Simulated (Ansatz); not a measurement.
# TiNi under changes of volume

One of the cells (13.403 Å³/atom); the others are scaled copies at fixed shape and fractional positions:

```xyz
2
Lattice="2.7358 0.0000 0.0000 0.0000 2.7358 0.0000 0.0000 0.0000 3.5814" Properties=species:S:1:pos:R:3 pbc="T T T"
Ni    0.0000    0.0000    0.0000
Ti    1.3679    1.3679    1.7907
```

The cell comes from a database or a generator and needn't be the stable form of this composition.

| Property | Result |
| --- | --- |
| Program | Ansatz 0.2.0 |
| Functional | PBEsol |
| Potentials or basis | Ansatz PAW |
| Cutoff | 420 eV (not typed: the program's choice for these potentials) |
| k mesh | 10 × 10 × 8 |
| Occupations | fermi-dirac, width 0.05 eV |
| Spin | collinear spin, ferromagnetic start |
| Starting moments | [1.0, 1.0] μB |

| volume (Å³/atom) | energy over the lowest point (meV/atom) | pressure (GPa) |
| --- | --- | --- |
| 12.599 | 3.57 | 4.1 |
| 12.867 | 0.00 | 0.3 |
| 13.135 | 2.52 | -3.1 |
| 13.403 | 10.51 | -6.2 |
| 13.671 | 23.40 | -9.0 |
| 13.939 | ? | ? |
| 14.207 | 61.93 | -13.7 |

What does the run at 13.939 Å³/atom give?

Energy over the lowest point 40.69 meV/atom; pressure -11.5 GPa.

Worked out: A Birch-Murnaghan fit of order 3 (a polynomial in V^(-2/3)) to the other rows has its minimum at 12.88 Å³/atom with B0 = V·E''(V) = 174 GPa and B' = 4.2 at fixed shape and positions, which overstates the stiffness. It gives 40.69 meV/atom at 13.939 Å³/atom, against the run's 40.69, and -dE/dV = -11.6 GPa, against -11.5.

Energies are extrapolated to zero smearing.

Caveats: the PAW data sets come from PBE, with cores solved anew for the run's functional, which leaves a small shift of forces and pressure; the starting moments weren't kept.
